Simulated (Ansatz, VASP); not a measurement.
One calculation of Pd, two programs

The input INCAR:

```
SYSTEM = Pd
PREC     = Accurate       ! precision mode
ENCUT    = 520            ! plane-wave cutoff, eV
EDIFF    = 1E-6           ! SCF threshold, eV
ISMEAR   = -1             ! smearing method
SIGMA    = 0.1            ! smearing width, eV
LREAL    = .False.        ! projectors in reciprocal space
LASPH    = .True.         ! aspherical terms in the spheres
NELM     = 60             ! most SCF steps
ALGO     = Normal         ! electronic algorithm
ISIF     = 2              ! what is computed and relaxed
LWAVE    = .False.        ! write WAVECAR
LCHARG   = .False.        ! write CHGCAR
GGA      = B5             ! functional
ALDAX    = 1.0          
AGGAX    = 1.0          
AGGAC    = 1.0          
ALDAC    = 0.0          
NBANDS   = 11             ! bands
```

Contents of KPOINTS:

```
Automatic mesh
0
Gamma
  13 13 13
  0 0 0
```

Contents of POSCAR:

```
Pd
1.0
    2.7048387243      0.0000000000      0.0000000000
    0.0000000000      2.7048387243      0.0000000000
    0.0000000000      0.0000000000      2.7048387243
Pd
1
Direct
    0.0000000000      0.0000000000      0.0000000000
```

Input for Ansatz:

```yaml
crystal:
  lattice:
    - [2.7048387243, 0.0, 0.0]
    - [0.0, 2.7048387243, 0.0]
    - [0.0, 0.0, 2.7048387243]
  atoms:
    - { symbol: Pd, position: [0.0, 0.0, 0.0] }
hamiltonian:
  xc: blyp
  pseudopotentials:
    kind: paw
    azcp:
      Pd: "pseudopotentials/Pd.paw.azcp"
basis:
  ecutwfc: 420
  fft_grid_basis: typed
kpoints:
  mp_grid: { grid: [13, 13, 13], shift: [0, 0, 0] }
magnetization:
  spin_polarized: false
scf:
  occupations: { method: fermi_dirac, width: 0.1 }
  lower_state_search: "off"
output:
  stress: true
```

Alike in both runs: task single point; functional BLYP; k mesh 13 × 13 × 13; occupations fermi-dirac, width 0.1 eV; no spin polarisation.

```csv
,VASP,Ansatz
version,VASP 6.6.1,Ansatz 0.2.0
potentials or method,"VASP PAW PBE potentials, release 64 (Pd)","plane waves (420 eV) with PAW, scalar-relativistic"
plane-wave cutoff (eV),520,420
valence electrons in the cell,10,18
```

```tsv
	VASP	Ansatz	Ansatz less VASP
pressure (GPa)	-3.4	-3.6	-0.20
```

The two sets of potentials don't hold the same shells in valence.

Caveats: the PAW data sets were made with another functional, which shifts forces and pressure a little (VASP).
